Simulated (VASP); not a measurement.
Write the native input for VASP 6.6.1 that does the following.

```
Task                   : band structure
Functional             : PBE
Potentials or basis    : VASP PAW PBE potentials, release 64 (Cs_sv, I, Sn_d)
Cutoff                 : 520 eV
k mesh                 : 4 × 4 × 4
Occupations            : fermi-dirac, width 0.05 eV
Spin                   : no spin polarisation
Further INCAR settings : ALGO = Normal; EDIFF = 1e-07; NBANDS = 30
```

CsSnI3:

```xyz
5
Lattice="6.2057 0.0000 0.0000 0.0000 6.2057 0.0000 0.0000 0.0000 6.2057" Properties=species:S:1:pos:R:3 pbc="T T T"
Cs    0.0000    0.0000    0.0000
I     3.1029    3.1029    0.0000
I     3.1029    0.0000    3.1029
I     0.0000    3.1029    3.1029
Sn    3.1029    3.1029    3.1029
```

These files were run (other wordings do the same):

POSCAR

```
CsSnI3
1.0
    6.2057000000      0.0000000000      0.0000000000
    0.0000000000      6.2057000000      0.0000000000
    0.0000000000      0.0000000000      6.2057000000
Cs I Sn
1 3 1
Direct
    0.0000000000      0.0000000000      0.0000000000
    0.5000000000      0.5000000000      0.0000000000
    0.5000000000      0.0000000000      0.5000000000
    0.0000000000      0.5000000000      0.5000000000
    0.5000000000      0.5000000000      0.5000000000
```

INCAR.step1

```
ALGO = Normal ; EDIFF = 1E-7
ENCUT = 520 ; GGA = PE
ISIF = 2 ; ISMEAR = -1
LASPH = True ; LCHARG = True
LREAL = False ; LWAVE = False
NBANDS = 30 ; NELM = 80
PREC = Accurate ; SIGMA = 0.05
```

KPOINTS.step1

```
k-points
0
Gamma
  4 4 4
```

INCAR.step2

```
ALGO = Normal ; EDIFF = 1E-7
ENCUT = 520 ; GGA = PE
ICHARG = 11 ; ISIF = 2
ISMEAR = 0 ; LASPH = True
LCHARG = False ; LREAL = False
LWAVE = False ; NBANDS = 30
NELM = 80 ; PREC = Accurate
SIGMA = 0.05
```

KPOINTS.step2

```
path GXMGRX,MR
10
line-mode
reciprocal
 0.0000000000  0.0000000000  0.0000000000  G
 0.0000000000  0.5000000000  0.0000000000  X

 0.0000000000  0.5000000000  0.0000000000  X
 0.5000000000  0.5000000000  0.0000000000  M

 0.5000000000  0.5000000000  0.0000000000  M
 0.0000000000  0.0000000000  0.0000000000  G

 0.0000000000  0.0000000000  0.0000000000  G
 0.5000000000  0.5000000000  0.5000000000  R

 0.5000000000  0.5000000000  0.5000000000  R
 0.0000000000  0.5000000000  0.0000000000  X

 0.5000000000  0.5000000000  0.0000000000  M
 0.5000000000  0.5000000000  0.5000000000  R
```

Potentials or basis: VASP PAW PBE potentials, release 64 (Cs_sv, I, Sn_d).

Launch:

```console
$ cat potpaw_PBE.64/Cs_sv/POTCAR potpaw_PBE.64/I/POTCAR potpaw_PBE.64/Sn_d/POTCAR > POTCAR
$ cp INCAR.step1 INCAR
$ cp KPOINTS.step1 KPOINTS
$ mpirun -np 1 vasp_std > vasp.out
$ cp INCAR.step2 INCAR
$ cp KPOINTS.step2 KPOINTS
$ mpirun -np 1 vasp_std > vasp.out
```

Results of the run:

```yaml
Band_gap_on_the_k_mesh: 0.30 eV, direct
Band_gap_along_the_path: 0.30 eV, direct
```

Caveat: the log is that of the step along the path at fixed density, whose energy, stress, charges and moments have no meaning; spin-orbit coupling is left out, which moves the levels of the heavy elements.

Wall time 2.4 min on 1 thread of AMD EPYC 9R45 96-Core Processor (Zen 5), on a shared host, peak memory 0.56 GiB.
